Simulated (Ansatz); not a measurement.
## Compressing NaF: a fit and a missing row

NaF, Fm-3m, a = 4.699 Å. Ansatz: PBE, PAW, 420 eV, Γ-centred 8×8×8 mesh on 2 atoms, Gaussian smearing 0.02 eV; no spin polarisation. Symmetry fixes shape and atoms, so the cell is only scaled; pressure is positive in compression.

| V (Å³/atom) | P (GPa) |
| --- | --- |
| 11.417 | ? |
| 11.806 | 5.31 |
| 12.195 | 3.25 |
| 12.584 | 1.52 |
| 12.974 | 0.05 |
| 13.363 | -1.19 |
| 13.752 | -2.25 |
| 14.271 | -3.41 |

**Question.** Take V0 = 12.974 Å³/atom, count pressures from its P0 = 0.05 GPa, fit the third-order Birch–Murnaghan form to the other rows, and predict the missing pressure.

**Answer.** With the Eulerian strain f = ½[(V0/V)^(2/3) − 1] and y = (P − P0)/[3f(1 + 2f)^(5/2)], the form is the line y = B0 + 1.5 B0 (B0′ − 4) f. Rows (f, y): 0.03246, 46.2; 0.02107, 45.7; 0.01028, 45.3; -0.00975, 44.5; -0.01904, 44.4; -0.03077, 43.9. Means f = 0.0007083, y = 45.000; Σ(Δf)² = 0.003005, ΣΔfΔy = 0.1069; the slope is their ratio. y = 44.97 + 35.59 f GPa, so B0 = 45.0 GPa and B0′ = 4 + 2 × (35.59)/(3 × 44.97) = 4.53. At V = 11.417, f = 0.04448, y = 46.55 and P = 7.74 GPa. The run gave 7.74 GPa, the same to the digits shown.